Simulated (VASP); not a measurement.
All values below come from LDA (Ceperley-Alder, Perdew-Zunger), VASP's LDA PAW potentials (set 64) (plane waves; VASP 6.6.1).

The input files of a VASP run:

POSCAR:
```
NaBr
1
    0.0000000000     2.8891804638     2.8891804638
    2.8891804638     0.0000000000     2.8891804638
    2.8891804638     2.8891804638     0.0000000000
Na Br
1 1
Direct
  0.0000000000   0.0000000000   0.0000000000
  0.5000000000   0.5000000000   0.5000000000
```

INCAR:
```
SYSTEM=NaBr
PREC=Accurate; ENCUT=400; LREAL=.FALSE.
LASPH=.TRUE.
EDIFF=1E-7; NELM=100; ALGO=Normal
LMAXMIX=4
ISMEAR=-5
ISIF=2
LWAVE=.FALSE.; LCHARG=.TRUE.; LORBIT=11
NEDOS=601
```

KPOINTS:
```
kpoints
0
Gamma
9 9 9
0 0 0
```

POTCAR, in this order: Na_pv Br (LDA.64 set). Program: vasp_std.

Output of the run:

### OUTCAR
```
 ion  position               nearest neighbor table
   1  0.000  0.000  0.000-
   2  0.500  0.500  0.500-
  LATTYP: Found a face centered cubic cell.
 ALAT       =     5.7783609276
 Subroutine PRICEL returns:
 Original cell was already a primitive cell.
 Subroutine GETGRP returns: Found 48 space group operations
The static configuration has the point symmetry O_h .
The dynamic configuration has the point symmetry O_h .
 Subroutine INISYM returns: Found 48 space group operations
 Subroutine IBZKPT returns following result:
 Found     35 irreducible k-points:

 Following reciprocal coordinates:
            Coordinates               Weight
  0.000000  0.000000  0.000000      1.000000
  0.111111  0.000000  0.000000      8.000000
  0.222222  0.000000  0.000000      8.000000
  0.333333  0.000000  0.000000      8.000000
  0.444444  0.000000  0.000000      8.000000
  0.111111  0.111111  0.000000      6.000000
  0.222222  0.111111  0.000000     24.000000
  0.333333  0.111111  0.000000     24.000000
  0.444444  0.111111  0.000000     24.000000
 -0.444444  0.111111  0.000000     24.000000
 -0.333333  0.111111  0.000000     24.000000
 -0.222222  0.111111  0.000000     24.000000
 -0.111111  0.111111  0.000000     12.000000
  0.222222  0.222222  0.000000      6.000000
  0.333333  0.222222  0.000000     24.000000
  0.444444  0.222222  0.000000     24.000000
 -0.444444  0.222222  0.000000     24.000000
 -0.333333  0.222222  0.000000     24.000000
 -0.222222  0.222222  0.000000     12.000000
  0.333333  0.333333  0.000000      6.000000
  0.444444  0.333333  0.000000     24.000000
 -0.444444  0.333333  0.000000     24.000000
 -0.333333  0.333333  0.000000     12.000000
  0.444444  0.444444  0.000000      6.000000
 -0.444444  0.444444  0.000000     12.000000
  0.333333  0.222222  0.111111     24.000000
  0.444444  0.222222  0.111111     48.000000
 -0.444444  0.222222  0.111111     48.000000
  0.444444  0.333333  0.111111     24.000000
 -0.444444  0.333333  0.111111     48.000000
 -0.333333  0.333333  0.111111     48.000000
 -0.222222  0.333333  0.111111     24.000000
 -0.444444  0.444444  0.111111     24.000000
 -0.333333  0.444444  0.111111     24.000000
 -0.333333  0.444444  0.222222     24.000000
   k-points           NKPTS =     35   k-points in BZ     NKDIM =     35   number of bands    NBANDS=     11
   number of dos      NEDOS =    601   number of ions     NIONS =      2
   total plane-waves  NPLWV =  21952
   dimension x,y,z NGX =    28 NGY =   28 NGZ =   28
   dimension x,y,z NGXF=    56 NGYF=   56 NGZF=   56
   ions per type =               1   1
   PREC   = accura    normal or accurate (medium, high low for compatibility)
   ISTART =      0    job   : 0-new  1-cont  2-samecut
   ICHARG =      2    charge: 1-file 2-atom 10-const
   ISPIN  =      1    spin polarized calculation?
   LNONCOLLINEAR =      F non collinear calculations
   LSORBIT =      F    spin-orbit coupling
   INIWAV =      1    electr: 0-lowe 1-rand  2-diag
   ENCUT  =  400.0 eV  29.40 Ry    5.42 a.u.   6.66  6.66  6.66*2*pi/ulx,y,z
   NELM   =    100;   NELMIN=  2; NELMDL= -5     # of ELM steps
   EDIFF  = 0.1E-06   stopping-criterion for ELM
   LREAL  =      F    real-space projection
   NLSPLINE    = F    spline interpolate recip. space projectors
   LMAXMIX     =    4 max onsite mixed and CHGCAR
   VOSKOWN=      0    Vosko Wilk Nusair interpolation
   EDIFFG = 0.1E-05   stopping-criterion for IOM
   NSW    =      0    number of steps for IOM
   NBLOCK =      1;   KBLOCK =      1    inner block; outer block
   IBRION =     -1    ionic relax: 0-MD 1-quasi-New 2-CG
...
```

### OSZICAR
```
       N       E                     dE             d eps       ncg     rms          rms(c)
DAV:   1     0.762917236123E+02    0.76292E+02   -0.64749E+03   794   0.103E+03
DAV:   2    -0.853114553732E+00   -0.77145E+02   -0.72563E+02   851   0.235E+02
DAV:   3    -0.677073902344E+01   -0.59176E+01   -0.58884E+01   917   0.671E+01
DAV:   4    -0.686910679261E+01   -0.98368E-01   -0.98325E-01   878   0.957E+00
DAV:   5    -0.687049868490E+01   -0.13919E-02   -0.13919E-02   900   0.116E+00    0.164E+00
DAV:   6    -0.676881978564E+01    0.10168E+00   -0.14711E-01   875   0.289E+00    0.101E+00
DAV:   7    -0.675130332543E+01    0.17516E-01   -0.56487E-02   987   0.165E+00    0.514E-01
DAV:   8    -0.675054761114E+01    0.75571E-03   -0.28774E-03   875   0.590E-01    0.102E-01
DAV:   9    -0.675050398526E+01    0.43626E-04   -0.12817E-04   911   0.122E-01    0.370E-02
DAV:  10    -0.675050798042E+01   -0.39952E-05   -0.13496E-05   911   0.515E-02    0.208E-03
DAV:  11    -0.675050788494E+01    0.95483E-07   -0.14451E-06   902   0.179E-02    0.826E-04
DAV:  12    -0.675050787731E+01    0.76241E-08   -0.69278E-08   496   0.261E-03
   1 F= -.67505079E+01 E0= -.67505079E+01  d E =0.000000E+00
```

**OUTCAR**
```
------------------------ aborting loop because EDIFF is reached ----------------------------------------
  FORCE on cell =-STRESS in cart. coord.  units (eV):
  Direction    XX          YY          ZZ          XY          YZ          ZX
  --------------------------------------------------------------------------------------
  Total       -0.0161118     -0.0161118     -0.0161118     -0.0000000      0.0000000     -0.0000000
  in kB       -0.5351795     -0.5351795     -0.5351795     -0.0000000      0.0000000     -0.0000000
  external PRESSURE =      -0.5351795 kB  Pullay stress =       0.0000000 kB
  volume of cell :       48.23
      direct lattice vectors                 reciprocal lattice vectors
     0.000000000  2.889180464  2.889180464    -0.173059456  0.173059456  0.173059456
     2.889180464  0.000000000  2.889180464     0.173059456 -0.173059456  0.173059456
     2.889180464  2.889180464  0.000000000     0.173059456  0.173059456 -0.173059456
 POSITION                                       TOTAL-FORCE (eV/Angst)
 -----------------------------------------------------------------------------------
      0.00000      0.00000      0.00000         0.000000      0.000000     -0.000000
      2.88918      2.88918      2.88918        -0.000000     -0.000000      0.000000
 -----------------------------------------------------------------------------------
    total drift:                                0.000000      0.000000      0.000000
  FREE ENERGIE OF THE ION-ELECTRON SYSTEM (eV)
  ---------------------------------------------------
  free  energy   TOTEN  =        -6.7505078773 eV

  energy  without entropy=       -6.7505078773  energy(sigma->0) =       -6.75050788

 total charge

# of ion       s       p       d       tot
------------------------------------------
    1        0.053   5.984   0.000   6.037
    2        1.601   3.305   0.003   4.909
--------------------------------------------------
tot          1.654   9.289   0.003  10.946
```
(Selected blocks of OUTCAR.)

The compound is NaBr in the rock salt structure. It was relaxed first, which changed the volume by -9 %.
